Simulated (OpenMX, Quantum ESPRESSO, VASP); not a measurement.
Ta: programs and potentials compared

```
Ta
1.0
     2.98399    0.00000    0.00000
     0.00000    2.98399    0.00000
     0.00000    0.00000   25.55000
Ta
6
Cartesian
  1.4920 1.4920 7.5000
  0.0000 0.0000 9.6100
  1.4920 1.4920 11.7200
  0.0000 0.0000 13.8300
  1.4920 1.4920 15.9400
  0.0000 0.0000 18.0500
```

Alike in all runs: functional PBE; k mesh 9 × 9 × 1; occupations fermi-dirac, width 0.05 eV; no spin polarisation; no spin-orbit coupling.

```
                                         program and potentials  plane-wave cutoff (eV)                                                  notes  largest force (eV/Å)
                              VASP, PBE PAW files Ta_pv, 520 eV                     520                11 valence electrons an atom on average                 0.947
             Quantum ESPRESSO, PseudoDojo 0.4.1 SR PBE standard                     789                13 valence electrons an atom on average                 0.937
OpenMX, OpenMX 2013 PBE set, Ta7.0-s3p2d2f1, grid cutoff 400 Ry                       -  atomic basis; 13 valence electrons an atom on average                 0.903
```

Force on atom 2 (Ta), eV/Å:

```csv
program and potentials,x,y,z
"VASP, PBE PAW files Ta_pv, 520 eV",0.000,0.000,-0.947
"Quantum ESPRESSO, PseudoDojo 0.4.1 SR PBE standard",0.000,0.000,-0.937
"OpenMX, OpenMX 2013 PBE set, Ta7.0-s3p2d2f1, grid cutoff 400 Ry",0.000,0.000,-0.903
```

The atoms of the given cell lie far from their minimum at this level. Rows in atomic bases carry the error of their basis and grid, which can be large.

Differences between rows come from potentials, basis sets and numerical settings, since the functional is the same but for its coding. Runs on potential files found faulty are left out.

All three programs pull the second layer towards the nearer outer layer, so the unrelaxed slab tends to close its first interlayer gap from within. The in-plane components vanish by the fourfold symmetry of the sites. The cell is a (001) slab of face-centred cubic Ta, not of the body-centred cubic ground state. Its outer atoms have lost neighbours, and the electrons freed from the cut bonds probably strengthen the remaining bonds to the layer beneath. With a roughly half-filled d band, where mostly bonding states are occupied, this pull can be strong.

The forces of 0.947 and 0.937 eV/Å lie closer together than the two from runs with 13 valence electrons, which suggests that treating the 5s shell as core or valence matters little for this force. The direction of the initial relaxation is thus well supported, but a force at one geometry gives neither the final layer spacing nor the slab's stability against transformation to the body-centred structure.
